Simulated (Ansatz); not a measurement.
Run this with Ansatz 0.2.0 through its Python package and show what comes out.

`soc_gap.py`:
```python
import warnings

import ansatz as az

SCF_TOL = 1e-10
MESH = (6, 6, 6)
FUNCTIONAL = "pbesol"

warnings.simplefilter("ignore", az.DeckWarning)

lattice = az.Lattice.of(
    [1.94302, 1.1218, 6.43081],
    [-1.94302, 1.1218, 6.43081],
    [0.0, -2.2436, 6.43081],
)
sites = [
    ("Ga", [0.43537, 0.43537, 0.43537]),
    ("Ga", [0.56463, 0.56463, 0.56463]),
    ("P", [0.05739, 0.05739, 0.05739]),
    ("P", [0.94261, 0.94261, 0.94261]),
]
crystal = az.Crystal(lattice=lattice)
for symbol, position in sites:
    crystal = crystal.atom(symbol, position)

base = (
    crystal.calculation()
    .basis(16 * az.Ha)
    .scf(tolerance=SCF_TOL)
    .kpoints(*MESH)
    .functional(FUNCTIONAL)
    .occupations(az.OccupationsMethod.FIXED)
    .band_table()
)
for label, variant in (("scalar-relativistic", base), ("spin-orbit", base.spin(soc=True))):
    rep = variant.run().report
    zero = rep["band_edges_ev"][0] if rep.get("band_edges_ev") else rep["fermi_energy_ev"]
    near = [round(e - zero, 3) for e in rep["eigenvalues_ev"][0] if abs(e - zero) < 2]
    print(label)
    print("  band edges (eV):", [round(e, 3) for e in rep.get("band_edges_ev") or []] or "none reported")
    print("  levels at k =", rep["kpoints_frac"][0], "within 2 eV of the zero:", near)
```

Output of `python soc_gap.py`:
```text
scalar-relativistic
  band edges (eV): [6.872, 7.601]
  levels at k = [0.0, 0.0, 0.0] within 2 eV of the zero: [-1.799, -1.799, -0.272, -0.0, 0.0, 1.026, 1.435]
spin-orbit
  band edges (eV): [6.904, 7.601]
  levels at k = [0.0, 0.0, 0.0] within 2 eV of the zero: [-1.86, -1.86, -1.805, -1.805, -0.315, -0.315, -0.056, -0.056, 0.0, 0.0, 0.993, 0.993, 1.403, 1.403]
```

What to keep in mind:
- The computed bands are complete only to about 3.5 eV above the Fermi level.
- The structure comes from a database of computed cells and needn't be a stable or known phase.
- Gaps and levels are Kohn-Sham values on a finite set of k-points.
- With spin-orbit coupling each level holds one electron and, with inversion or at time-reversal points, comes in pairs; a window in energy can cut a split set.
- Wall time of the script: 26 s on 1 thread of Arm Neoverse V1, on a shared host, peak memory 0.61 GiB.
